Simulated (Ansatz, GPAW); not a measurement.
HfO₂: GLLB-SC, run from Python

These are simulated results from GPAW 26.7.0, not measurements. The cell was built from a prototype and was relaxed with r2SCAN in plane waves (Ansatz 0.2.0). It may be hypothetical. It is a single sheet, repeated along a and b, with vacuum along c. All runs are without spin polarisation.

The sheet's in-plane cell has a = 3.232 Å, b = 3.232 Å (γ = 120.0°), and its outermost atoms lie 1.92 Å apart along the normal. Hf is surrounded by 6 O at 2.10 Å; O is surrounded by 3 Hf at 2.10 Å.

GLLB-SC is a model potential. Its fundamental gap is the Kohn-Sham gap plus a derivative discontinuity, which the script evaluates at the band edges among the listed k points. Its total energy isn't variational and serves nothing here.

run.py reads:

```python
import json
from ase import Atoms
from gpaw import GPAW, PW, FermiDirac

atoms = Atoms(['Hf', 'O', 'O'],
              cell=[[3.232128, 0.0, -0.0], [-1.616064, 2.799105, 0.0], [-0.0, 0.0, 29.276002]],
              scaled_positions=[[-0.0, -0.0, 0.307419], [0.333333, 0.666667, 0.340197], [0.666667, 0.333333, 0.274641]],
              pbc=True)
calc = GPAW(mode=PW(400), xc='GLLBSC', kpts={'size': (6, 6, 1), 'gamma': True},
            occupations=FermiDirac(0.02), maxiter=100, legacy_gpaw=True, txt='gpaw.txt')
atoms.calc = calc
res = {'energy': atoms.get_potential_energy(force_consistent=True)}
res['electrons'] = calc.get_number_of_electrons()
res['k'] = calc.get_ibz_k_points().tolist()
res['levels'] = [calc.get_eigenvalues(kpt=i).tolist() for i in range(len(res['k']))]
points = [[0.0, 0.0, 0.0], [0.5, 0.0, 0.0], [0.333333, 0.333333, 0.0], [0.166667, 0.166667, 0.0], [0.0, 0.5, 0.0], [0.3, 0.0, 0.0]]
bands = calc.fixed_density(kpts=points, symmetry='off', nbands=round(res['electrons']) // 2 + 6, convergence={'bands': -2}, txt='bands.txt')
res['points'] = [bands.get_eigenvalues(kpt=i).tolist() for i in range(len(points))]
homo, lumo = bands.get_homo_lumo()
potential = calc.hamiltonian.xc.response.calculate_discontinuity_potential(homo, lumo)
res['discontinuity'] = bands.hamiltonian.xc.response.calculate_discontinuity(potential)
json.dump(res, open('results.json', 'w'))
print('free energy (eV):', round(res['energy'], 5))
```

Command: `python run.py`. It took 46 s on 1 thread of Arm Neoverse V2, with other jobs on the host, peak memory 0.28 GiB.

The log gpaw.txt, trimmed of paths, versions and times, then the last line on the terminal. An iter line gives the energy in eV and the logarithms of the changes of orbitals (plane waves alone) and density (c: converged):

```
___ ___ ___ _ _ _
 |   |   |_  | | | |

 | | | | | . | | | |

 |__ |  _|___|_____|  26.7.0
 |___|_|

Input parameters:
  kpts: {gamma: True,
         size: (6, 6, 1)}
  maxiter: 100
  mode: {ecut: 400.0,
         name: pw}
  occupations: {fixmagmom: False,
                name: fermi-dirac,
                width: 0.02}
  xc: GLLBSC

System changes: positions, numbers, cell, pbc, initial_charges, initial_magmoms

Initialize ...

species:
  Hf:
    name:    Hafnium
    Z:       72.0
    valence: 12
    core:    60
    charge:  0.0  # [|e|]
    compensation charges:
      type: gauss
      rc: 0.41  # [Å]
      lmax: 2
    cutoffs:
      filter: 2.36  # [Å]
      core: 3.84  # [Å]
    projectors
    | kind |    occ | energy [eV] | rcut [Å] |

    |------|--------|-------------|----------|

    |   5s |  2.000 |     -67.812 |    1.397 |

    |   6s |  2.000 |      -5.662 |    1.397 |

    |   5p |  6.000 |     -36.164 |    1.307 |

    |   6p |  0.000 |      -1.638 |    1.307 |

    |   5d |  2.000 |      -2.986 |    1.334 |

    |    d |        |      24.226 |    1.334 |

    Using partial waves for Hf as LCAO basis

  O:
    name:    Oxygen
    Z:       8.0
    valence: 6
    core:    2
    charge:  0.0  # [|e|]
    compensation charges:
      type: gauss
      rc: 0.21  # [Å]
      lmax: 2
    cutoffs:
      filter: 1.17  # [Å]
      core: 0.83  # [Å]
    projectors
    | kind |    occ | energy [eV] | rcut [Å] |

    |------|--------|-------------|----------|

    |   2s |  2.000 |     -28.986 |    0.688 |

    |   2p |  4.000 |     -13.358 |    0.598 |

    |    s |        |      -1.774 |    0.688 |

    |    p |        |      13.853 |    0.598 |

    |    d |        |       0.000 |    0.619 |

    Using partial waves for O as LCAO basis

Reference energy: -413831.103289  # eV

Spin-paired calculation

Convergence criteria:
 Maximum [total energy] change in last 3 cyles: 0.0005 eV / valence electron
 Maximum integral of absolute [dens]ity change: 0.0001 electrons / valence electron
 Maximum integral of absolute [eigenst]ate change: 4e-08 eV^2 / valence electron
 Maximum number of scf [iter]ations: 100
 (Square brackets indicate name in SCF output, whereas a 'c' in
 the SCF output indicates the quantity has converged.)

Symmetries present (total): 1

  ( 1  0  0)
  ( 0  1  0)
  ( 0  0  1)

36 k-points: 6 x 6 x 1 Monkhorst-Pack grid + [1/12,1/12,0.000000]
20 k-points in the irreducible part of the Brillouin zone
       k-points in crystal coordinates                weights
   0:     0.00000000    0.00000000    0.00000000          1/36
   1:     0.00000000    0.16666667    0.00000000          2/36
   2:     0.00000000    0.33333333    0.00000000          2/36
   3:     0.00000000    0.50000000    0.00000000          1/36
   4:     0.16666667   -0.33333333    0.00000000          2/36
   5:     0.16666667   -0.16666667    0.00000000          2/36
   6:     0.16666667    0.00000000    0.00000000          2/36
   7:     0.16666667    0.16666667    0.00000000          2/36
   8:     0.16666667    0.33333333    0.00000000          2/36
   9:     0.16666667    0.50000000    0.00000000          2/36
          ...
  19:     0.50000000    0.50000000    0.00000000          1/36

Wave functions: Plane wave expansion
  Cutoff energy: 400.000 eV
  Number of coefficients (min, max): 4763, 4837
  Pulay-stress correction: 0.000000 eV/Ang^3 (de/decut=0.000000)
  Using FFTW library
  ScaLapack parameters: grid=1x1, blocksize=None
  Wavefunction extrapolation:
    Improved wavefunction reuse through dual PAW basis

Occupation numbers: Fermi-Dirac:
  width: 0.0200  # eV

Eigensolver
   Davidson(niter=2)

Densities:
  Coarse grid: 15*15*140 grid
  Fine grid: 30*30*280 grid
  Total Charge: 0.000000

Density mixing:
  Method: separate
  Backend: msr1
  Linear mixing parameter: 0.05
  old densities: 10
  Width of damping distribution: 1.1
  Damping of long wavelength oscillations: 20

Hamiltonian:
  XC and Coulomb potentials evaluated on a 30*30*280 grid
  Using the GLLBSC Exchange-Correlation functional
  External potential:
    NoExternalPotential

XC parameters: GLLBSC functional being used consists of
  -----------------------------------------------------------------------
  | Weight | Module     | Description                                   |

  -----------------------------------------------------------------------
  |  1.000 | SCREENING  | GGA_X_PBE_SOL with 2 nearest neighbor stencil |

  |  1.000 | RESPONSE   | eps=0.0500 eV                                 |

  |  1.000 | XC         | GGA_C_PBE_SOL with 2 nearest neighbor stencil |

  -----------------------------------------------------------------------

Memory estimate:
  Process memory now: 122.81 MiB
  Calculator: 69.18 MiB
    Density: 17.44 MiB
      Arrays: 6.25 MiB
      Localized functions: 6.38 MiB
      Mixer: 4.81 MiB
    Hamiltonian: 4.24 MiB
      Arrays: 4.09 MiB
      XC: 0.00 MiB
      Poisson: 0.00 MiB
      vbar: 0.16 MiB
    Wavefunctions: 47.50 MiB
      Arrays psit_nG: 28.05 MiB
      Eigensolver: 1.83 MiB
      Projections: 0.26 MiB
      Projectors: 14.69 MiB
      PW-descriptor: 2.68 MiB

Total number of cores used: 1

Number of atoms: 3
Number of atomic orbitals: 21
Number of bands in calculation: 19
Number of valence electrons: 24
Bands to converge: occupied

... initialized

Initializing position-dependent things.

Density initialized from atomic densities
Creating initial wave functions:
  19 bands from LCAO basis set
Positions:
   0 Hf     0.000000    0.000000    8.999999    ( 0.0000,  0.0000,  0.0000)
   1 O     -0.000002    1.866071    9.959608    ( 0.0000,  0.0000,  0.0000)
   2 O      1.616066    0.933034    8.040390    ( 0.0000,  0.0000,  0.0000)

Unit cell:
           periodic     x           y           z      points  spacing
  1. axis:    yes    3.232128    0.000000   -0.000000    15     0.1866
  2. axis:    yes   -1.616064    2.799105    0.000000    15     0.1866
  3. axis:    yes   -0.000000    0.000000   29.276002   140     0.2091

  Lengths:   3.232128   3.232128  29.276002
  Angles:   90.000000  90.000000 120.000000

Effective grid spacing dv^(1/3) = 0.2033

iter:   1   -34.897561
iter:   2   -33.704009   -0.85  -0.82
iter:   3   -23.939112   -0.03  -0.84
iter:   4   -24.401724   -1.28  -1.06
iter:   5   -25.441456   -0.92  -1.43
iter:   6   -24.131023   -1.68  -1.31
iter:   7   -23.713053   -1.73  -1.84
iter:   8   -23.784811   -3.10  -2.50
iter:   9   -23.794983   -3.78  -2.64
iter:  10   -23.815100   -3.86  -2.89
iter:  11   -23.813079   -4.50  -4.11c
iter:  12   -23.811231c  -4.92  -4.05c
iter:  13   -23.809501c  -5.18  -4.36c
iter:  14   -23.811267c  -5.53  -4.19c
iter:  15   -23.811085c  -5.92  -4.83c
iter:  16   -23.810924c  -6.31  -4.80c
iter:  17   -23.810713c  -6.66  -5.19c
iter:  18   -23.810762c  -7.03  -5.16c
iter:  19   -23.810835c  -7.39  -5.36c
iter:  20   -23.810854c  -7.75c -5.60c

Converged after 20 iterations.

Energy contributions relative to reference atoms: (reference = -413831.103289)

Kinetic:         +9.256888
Potential:       -8.819843
External:        +0.000000
XC:             -24.378956
Entropy (-ST):   -0.000000
Local:           +0.131056
SIC:             +0.000000
--------------------------
Free energy:    -23.810854
Extrapolated:   -23.810854

GLLBSC response reference energy: -8.65023 eV (from HOMO)

Showing only first 2 kpts
 Kpt  Band  Eigenvalues  Occupancy
  0    10     -8.82428    2.00000
  0    11     -8.82407    2.00000
  0    12     -2.02281    0.00000
  0    13     -2.01566    0.00000

  1    10     -9.13180    2.00000
  1    11     -8.87459    2.00000
  1    12     -2.17533    0.00000
  1    13     -1.46197    0.00000

Fermi level: -3.55535

Gap: 6.205 eV
Transition (v -> c):
  (s=0, k=4, n=11, [0.17, -0.33, 0.00]) -> (s=0, k=3, n=12, [0.00, 0.50, 0.00])
Direct/indirect transitions are different
Direct gap: 6.403 eV
Transition at: (s=0, k=2, n=11, [0.00, 0.33, 0.00])

free energy (eV): -23.81085
```

The gap in the log is over the mesh alone; results.json adds the listed points. GLLB-SC gives a gap of 8.05 eV (6.205 eV Kohn-Sham over the listed points plus 1.850 eV discontinuity). On the same cell, plane-wave PBE (Ansatz, 12×12×1 k points and the special points) gives a gap of 4.93 eV and r2SCAN a gap of 5.47 eV; on shared hosts these took about 8.2 and 21 core-seconds on the 3-atom cell, against 46 for the script. Spin-orbit coupling, left out in all these runs, can cut or reorder the gap by tenths of an eV, up to about 1 eV with Pb or Bi.

No spin-orbit coupling is included; it can move band edges with weight on the heavy atoms by tenths of an eV.
